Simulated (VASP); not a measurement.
# Te2Pb (Fm-3m) in VASP: notebook

One crystal, Te2Pb, is run at these levels: PBE; tasks: single point, relaxation of the atoms.

Everything below comes from runs of VASP 6.6.1. Logs are shortened: lines on timing, memory, paths and dates and some standing lists are left out, and cuts for length are marked.

## Step 1: The crystal as given

It takes space group Fm-3m (No. 225, cubic). Conventional cell: a = 7.285 Å, b = 7.285 Å, c = 7.285 Å, α = 90.00°, β = 90.00°, γ = 90.00°. Around Te (site symmetry -43m) lie 4 Pb at 3.15 Å. Around Pb (site symmetry m-3m) lie 8 Te at 3.15 Å.

The cell was built by a generator and needn't be a form met in nature.

## Step 2: Single point, PBE

INCAR

```
PREC     = Accurate       # precision mode
ENCUT    = 520            # plane-wave cutoff, eV
EDIFF    = 1E-6           # SCF threshold, eV
ISMEAR   = -1             # smearing method
SIGMA    = 0.0172         # smearing width, eV
LREAL    = False          # projectors in reciprocal space
LASPH    = True           # aspherical terms in the spheres
NELM     = 60             # most SCF steps
ALGO     = Normal         # electronic algorithm
ISIF     = 2              # what is computed and relaxed
LWAVE    = False          # write WAVECAR
LCHARG   = False          # write CHGCAR
GGA      = PE             # functional
NBANDS   = 20             # bands
```

KPOINTS

```
Automatic mesh
0
Gamma
  8 8 8
```

POSCAR

```
Te2Pb
1.0
    0.0000000000      3.6423270000      3.6423270000
    3.6423270000      0.0000000000      3.6423270000
    3.6423270000      3.6423270000      0.0000000000
Te Pb
2 1
Direct
    0.2500000000      0.2500000000      0.2500000000
    0.7500000000      0.7500000000      0.7500000000
    0.0000000000      0.0000000000      0.0000000000
```

Potentials or basis: VASP PAW PBE potentials, release 64 (Te, Pb_d).

On the command line:

```console
$ cat potpaw_PBE.64/Te/POTCAR potpaw_PBE.64/Pb_d/POTCAR > POTCAR
$ mpirun -np 1 vasp_std > vasp.out
```

OUTCAR:

```text
PREC = Accurate
   ENCUT = 520
   EDIFF = 1E-6
   ISMEAR = -1
   LREAL = False
   LASPH = True
   NELM = 60
   ISIF = 2
   GGA = PE

 ion  position               nearest neighbor table
   1  0.250  0.250  0.250-   3 3.15   3 3.15   3 3.15   3 3.15   2 3.64   2 3.64   2 3.64   2 3.64
                             2 3.64   2 3.64
   2  0.750  0.750  0.750-   3 3.15   3 3.15   3 3.15   3 3.15   1 3.64   1 3.64   1 3.64   1 3.64
                             1 3.64   1 3.64
   3  0.000  0.000  0.000-   2 3.15   2 3.15   2 3.15   1 3.15   2 3.15   1 3.15   1 3.15   1 3.15

  LATTYP: Found a face centered cubic cell.
 ALAT       =     7.2846540000

  Lattice vectors:

 A1 = (   0.0000000000,   3.6423270000,   3.6423270000)
 A2 = (   3.6423270000,   0.0000000000,   3.6423270000)
 A3 = (   3.6423270000,   3.6423270000,   0.0000000000)

Analysis of symmetry for initial positions (statically):
=====================================================================
 Subroutine PRICEL returns:
 Original cell was already a primitive cell.

 Routine SETGRP: Setting up the symmetry group for a
 face centered cubic supercell.

 Subroutine GETGRP returns: Found 48 space group operations
 (whereof 48 operations were pure point group operations)
 out of a pool of 48 trial point group operations.

The static configuration has the point symmetry O_h .

Analysis of symmetry for dynamics (positions and initial velocities):
=====================================================================
 Subroutine PRICEL returns:
 Original cell was already a primitive cell.

 Routine SETGRP: Setting up the symmetry group for a
 face centered cubic supercell.

 Subroutine GETGRP returns: Found 48 space group operations
 (whereof 48 operations were pure point group operations)
 out of a pool of 48 trial point group operations.

The dynamic configuration has the point symmetry O_h .

 Subroutine INISYM returns: Found 48 space group operations
 (whereof 48 operations are pure point group operations),
 and found     1 'primitive' translations

----------------------------------------------------------------------------------------

                                     Primitive cell

  volume of cell :      96.6422

  direct lattice vectors                    reciprocal lattice vectors
     0.000000000  3.642327000  3.642327000    -0.137274879  0.137274879  0.137274879
     3.642327000  0.000000000  3.642327000     0.137274879 -0.137274879  0.137274879
     3.642327000  3.642327000  0.000000000     0.137274879  0.137274879 -0.137274879

  length of vectors
     5.151028242  5.151028242  5.151028242     0.237767066  0.237767066  0.237767066

  position of ions in fractional coordinates (direct lattice)
     0.250000000  0.250000000  0.250000000
     0.750000000  0.750000000  0.750000000
     0.000000000  0.000000000  0.000000000

  ion indices of the primitive-cell ions
   primitive index   ion index
                 1           1
                 2           2
                 3           3

----------------------------------------------------------------------------------------

 KPOINTS: Automatic mesh

Automatic generation of k-mesh.
 Grid dimensions read from file:
 generate k-points for:    8    8    8

 Generating k-lattice:

  Cartesian coordinates                     Fractional coordinates (reciprocal lattice)
    -0.017159360  0.017159360  0.017159360     0.125000000  0.000000000  0.000000000
     0.017159360 -0.017159360  0.017159360     0.000000000  0.125000000  0.000000000
     0.017159360  0.017159360 -0.017159360     0.000000000  0.000000000  0.125000000

  Length of vectors
     0.029720883  0.029720883  0.029720883

  Shift w.r.t. Gamma in fractional coordinates (k-lattice)
     0.000000000  0.000000000  0.000000000

 Subroutine IBZKPT returns following result:
 ===========================================

 Found     29 irreducible k-points:

 Following reciprocal coordinates:
            Coordinates               Weight
  0.000000  0.000000  0.000000      1.000000
  0.125000  0.000000  0.000000      8.000000
  0.250000  0.000000  0.000000      8.000000
  0.375000  0.000000  0.000000      8.000000
  0.500000  0.000000  0.000000      4.000000
  0.125000  0.125000  0.000000      6.000000
[... 16 lines left out ...]
  0.500000  0.250000  0.125000     48.000000
 -0.375000  0.250000  0.125000     24.000000
 [... further k-points ...]
   k-points           NKPTS =     29   k-points in BZ     NKDIM =     29   number of bands    NBANDS=     20
   number of dos      NEDOS =    301   number of ions     NIONS =      3
   total plane-waves  NPLWV =  64000
   dimension x,y,z NGX =    40 NGY =   40 NGZ =   40
   dimension x,y,z NGXF=    80 NGYF=   80 NGZF=   80
   ions per type =               2   1
   NGX,Y,Z   is equivalent  to a cutoff of  12.91, 12.91, 12.91 a.u.
   NGXF,Y,Z  is equivalent  to a cutoff of  25.82, 25.82, 25.82 a.u.
 SYSTEM =  unknown system
   PREC   = accura    normal or accurate (medium, high low for compatibility)
   ISTART =      0    job   : 0-new  1-cont  2-samecut
   ICHARG =      2    charge: 1-file 2-atom 10-const
   ISPIN  =      1    spin polarized calculation?
   LNONCOLLINEAR =      F non collinear calculations
   LSORBIT =      F    spin-orbit coupling
   LASPH  =      T    aspherical Exc in radial PAW
   ENCUT  =  520.0 eV  38.22 Ry    6.18 a.u.   9.58  9.58  9.58*2*pi/ulx,y,z
   NELM   =     60;   NELMIN=  2; NELMDL= -5     # of ELM steps
   EDIFF  = 0.1E-05   stopping-criterion for ELM
   LREAL  =      F    real-space projection
   EDIFFG = 0.1E-04   stopping-criterion for IOM
   NSW    =      0    number of steps for IOM
   IBRION =     -1    ionic relax: 0-MD 1-quasi-New 2-CG
   NFREE  =      0    steps in history (QN), initial steepest desc. (CG)
   ISIF   =      2    stress and relaxation
   ISYM   =      2    0-nonsym 1-usesym 2-fastsym
   POTIM  = 0.5000    time-step for ionic-motion
   TEBEG  =    0.0;   TEEND  =   0.0 temperature during run
   PSTRESS=    0.0 pullay stress
   NELECT =      26.0000    total number of electrons
   NUPDOWN=      -1.0000    fix difference up-down
   EMIN   =  10.00;   EMAX   =-10.00  energy-range for DOS
   EFERMI =   0.00;   METHOD = LEGACY
   ISMEAR =    -1;   SIGMA  =   0.02  broadening in eV -4-tet -1-fermi 0-gaus
   EFERMI_NEDOS =   21; number of points for ismear=-14 and -15
   IALGO  =     38    algorithm
   IMIX   =      4    mixing-type and parameters
     AMIX     =   0.40;   BMIX     =  1.00
     AMIX_MAG =   1.60;   BMIX_MAG =  1.00
  volume/ion in A,a.u.               =      32.21       217.39
  Fermi-wavevector in a.u.,A,eV,Ry     =   1.056843  1.997143 15.196571  1.116916
  Thomas-Fermi vector in A             =   2.192093
   LORBIT       =      0    0 simple, 1 ext, 2 COOP (PROOUT), +10 PAW based schemes
   GGA     = PE    functional components
   LHFCALC =     F    Hartree Fock is set to
   AEXX    =    0.0000 exact exchange contribution
   IVDW    =     0    specifies the selected vdW correction
   LEPSILON=     F    determine dielectric tensor
   LRPA    =     F    only Hartree local field effects (RPA)
 non-spin polarized calculation
  energy-cutoff  :      520.00
  volume of cell :       96.64
 maximum number of plane-waves:      2640
 NGX is ok and might be reduce to    40
   NGX = 19   NGY = 19   NGZ = 19

 number of electron      26.0000000 magnetization

 Free energy of the ion-electron system (eV)
  ---------------------------------------------------
  ext. energy  EPLUGINS =         0.00000000
  ---------------------------------------------------
  free energy    TOTEN  =        -9.37268938 eV

  energy without entropy =       -9.36907043  energy(sigma->0) =       -9.37087991

 E-fermi :   6.1464     XC(G=0):  -9.3885

 val. band max:        6.1297575971   @ k =   0.3750   0.2500   0.1250
 cond. band min:       6.1575283535   @ k =   0.5000   0.3750   0.0000
 fundamental gap:      0.0277707564
 Fermi energy:         6.1464257411

 k-point     1 :       0.0000    0.0000    0.0000
  band No.  band energies     occupation
      1     -10.5391      2.00000
      2     -10.5391      2.00000
      3     -10.5391      2.00000
      4     -10.4875      2.00000
      5     -10.4875      2.00000
      6      -6.7372      2.00000
[... 12 lines left out ...]
     19      11.1521      0.00000
     20      11.7697      0.00000

 k-point     2 :       0.1250    0.0000    0.0000
  band No.  band energies     occupation
      1     -10.5424      2.00000
      2     -10.5378      2.00000
      3     -10.5378      2.00000
      4     -10.4875      2.00000
      5     -10.4875      2.00000
      6      -6.6263      2.00000
[... 12 lines left out ...]
     19      11.5664      0.00000
     20      12.2778      0.00000

 k-point     3 :       0.2500    0.0000    0.0000
  band No.  band energies     occupation
      1     -10.5506      2.00000
      2     -10.5347      2.00000
      3     -10.5347      2.00000
      4     -10.4874      2.00000
      5     -10.4874      2.00000
      6      -6.2973      2.00000
[... 12 lines left out ...]
     19      12.6065      0.00000
     20      13.0705      0.00000

 k-point     4 :       0.3750    0.0000    0.0000
  band No.  band energies     occupation
      1     -10.5593      2.00000
      2     -10.5318      2.00000
      3     -10.5318      2.00000
      4     -10.4871      2.00000
      5     -10.4871      2.00000
      6      -5.7719      2.00000
[... 12 lines left out ...]
     19      13.4222      0.00000
     20      13.4222      0.00000

 k-point     5 :       0.5000    0.0000    0.0000
  band No.  band energies     occupation
      1     -10.5631      2.00000
      2     -10.5307      2.00000
      3     -10.5307      2.00000
      4     -10.4868      2.00000
      5     -10.4868      2.00000
      6      -5.2369      2.00000
[... 12 lines left out ...]
     19      12.9479      0.00000
     20      12.9479      0.00000

 k-point     6 :       0.1250    0.1250    0.0000
  band No.  band energies     occupation
      1     -10.5448      2.00000
      2     -10.5366      2.00000
      3     -10.5366      2.00000
      4     -10.4881      2.00000
      5     -10.4869      2.00000
      6      -6.5903      2.00000
[... 12 lines left out ...]
     19      11.8149      0.00000
     20      12.6242      0.00000

 k-point     7 :       0.2500    0.1250    0.0000
  band No.  band energies     occupation
      1     -10.5510      2.00000
      2     -10.5347      2.00000
      3     -10.5335      2.00000
      4     -10.4887      2.00000
      5     -10.4865      2.00000
      6      -6.3369      2.00000
[... 12 lines left out ...]
     19      12.6526      0.00000
     20      13.3563      0.00000
[... 277 lines left out ...]
 k-point    20 :      -0.3750    0.3750    0.0000
  band No.  band energies     occupation
      1     -10.5641      2.00000
      2     -10.5349      2.00000
      3     -10.5238      2.00000
      4     -10.4907      2.00000
      5     -10.4854      2.00000
      6      -4.9110      2.00000
[... 12 lines left out ...]
     19      13.7166      0.00000
     20      14.5610      0.00000

 k-point    21 :       0.5000    0.5000    0.0000
  band No.  band energies     occupation
      1     -10.5782      2.00000
      2     -10.5215      2.00000
      3     -10.5215      2.00000
      4     -10.4926      2.00000
      5     -10.4836      2.00000
      6      -5.1770      2.00000
[... 12 lines left out ...]
     19      12.3305      0.00000
     20      13.9781      0.00000

 k-point    22 :       0.3750    0.2500    0.1250
  band No.  band energies     occupation
      1     -10.5558      2.00000
      2     -10.5340      2.00000
      3     -10.5308      2.00000
      4     -10.4892      2.00000
      5     -10.4860      2.00000
      6      -6.0225      2.00000
[... 12 lines left out ...]
     19      12.5787      0.00000
     20      13.6565      0.00000

 k-point    23 :       0.5000    0.2500    0.1250
  band No.  band energies     occupation
      1     -10.5570      2.00000
      2     -10.5378      2.00000
      3     -10.5278      2.00000
      4     -10.4891      2.00000
      5     -10.4862      2.00000
      6      -5.5264      2.00000
[... 12 lines left out ...]
     19      13.3690      0.00000
     20      14.0732      0.00000

 k-point    24 :      -0.3750    0.2500    0.1250
  band No.  band energies     occupation
      1     -10.5563      2.00000
      2     -10.5407      2.00000
      3     -10.5266      2.00000
      4     -10.4887      2.00000
      5     -10.4865      2.00000
      6      -5.0094      2.00000
[... 12 lines left out ...]
     19      13.6699      0.00000
     20      14.3815      0.00000

 [... further k-points ...]

------------------------ aborting loop because EDIFF is reached ----------------------------------------

  FORCE on cell =-STRESS in cart. coord.  units (eV):
  Direction    XX          YY          ZZ          XY          YZ          ZX
  --------------------------------------------------------------------------------------
  -------------------------------------------------------------------------------------
  Total        3.6923027      3.6923027      3.6923027     -0.0000000      0.0000000      0.0000000
  in kB       61.2126358     61.2126358     61.2126358     -0.0000000      0.0000000      0.0000000
  external PRESSURE =      61.2126358 kB  Pullay stress =       0.0000000 kB

 VOLUME and BASIS-vectors are now :
 -----------------------------------------------------------------------------
  energy-cutoff  :      520.00
  volume of cell :       96.64
      direct lattice vectors                 reciprocal lattice vectors
     0.000000000  3.642327000  3.642327000    -0.137274879  0.137274879  0.137274879
     3.642327000  0.000000000  3.642327000     0.137274879 -0.137274879  0.137274879
     3.642327000  3.642327000  0.000000000     0.137274879  0.137274879 -0.137274879

 POSITION                                       TOTAL-FORCE (eV/Angst)
 -----------------------------------------------------------------------------------
      1.82116      1.82116      1.82116         0.000000     -0.000000      0.000000
      5.46349      5.46349      5.46349        -0.000000     -0.000000     -0.000000
      0.00000      0.00000      0.00000         0.000000      0.000000      0.000000
 -----------------------------------------------------------------------------------
    total drift:                               -0.000000      0.000000      0.000000

  FREE ENERGIE OF THE ION-ELECTRON SYSTEM (eV)
  ---------------------------------------------------
  free  energy   TOTEN  =        -9.3726893827 eV

  energy  without entropy=       -9.3690704320  energy(sigma->0) =       -9.37087991
```

Run time: 40 s. Hardware: 1 thread of Intel Xeon Platinum 8375C at 2.90GHz (Ice Lake), shared host; peak memory 0.25 GiB.

Results:

- Free energy: -9.3727 eV
- Pressure: 6.1 GPa
- Band gap on the k mesh: none (metal or under the smearing width)

Spin-orbit coupling is left out, which matters for the levels of Pb, Te.

## Step 3: Relaxation of the atoms, PBE

INCAR

```
SYSTEM = Te2Pb
PREC = Accurate
ENCUT = 520
EDIFF = 1E-6
ISMEAR = -1
SIGMA = 0.0172
LREAL = .False.
LASPH = .True.
NELM = 80
ALGO = Fast
ISIF = 2
LWAVE = .False.
LCHARG = .False.
GGA = PE
IBRION = 2
NSW = 100
EDIFFG = -0.03
```

KPOINTS

```
Automatic mesh
0
Gamma
  8 8 8
  0 0 0
```

POSCAR is that of step 2.

Potentials or basis: VASP PAW PBE potentials, release 64 (Te, Pb_d).

On the command line:

```console
$ cat potpaw_PBE.64/Te/POTCAR potpaw_PBE.64/Pb_d/POTCAR > POTCAR
$ mpirun -np 1 vasp_std > vasp.out
```

Run time: 54 s. Hardware: 1 thread of Intel Xeon Platinum 8375C at 2.90GHz (Ice Lake), shared host; peak memory 0.26 GiB.

It converged, with:

| Quantity | Value |
| --- | --- |
| Free energy | -9.3727 eV |
| Pressure after relaxing | 6.1 GPa |
| Band gap on the k mesh | none (metal or under the smearing width) |

Final structure:
```yaml
crystal:
  lattice:
    - [0.00000, 3.64233, 3.64233]
    - [3.64233, 0.00000, 3.64233]
    - [3.64233, 3.64233, 0.00000]
  atoms:
    - { symbol: Te, position: [0.25000, 0.25000, 0.25000] }
    - { symbol: Te, position: [0.75000, 0.75000, 0.75000] }
    - { symbol: Pb, position: [0.00000, 0.00000, 0.00000] }
```

Levels at points of the mesh, in eV from the Fermi level:
```tsv
k point	band 10	band 11	band 12	band 13	band 14	band 15	band 16	band 17
(0.00, 0.00, 0.00)	-2.61	-2.61	-1.38	-1.38	-1.38	1.69	1.69	1.69
(0.50, 0.00, 0.00)	-3.07	-2.54	-1.82	-1.82	0.50	3.55	3.55	5.49
(0.50, 0.50, 0.00)	-4.50	-2.05	0.67	0.67	1.20	2.64	4.66	4.66
```

Caveat: the relaxation stopped at its first step, so nothing moved.
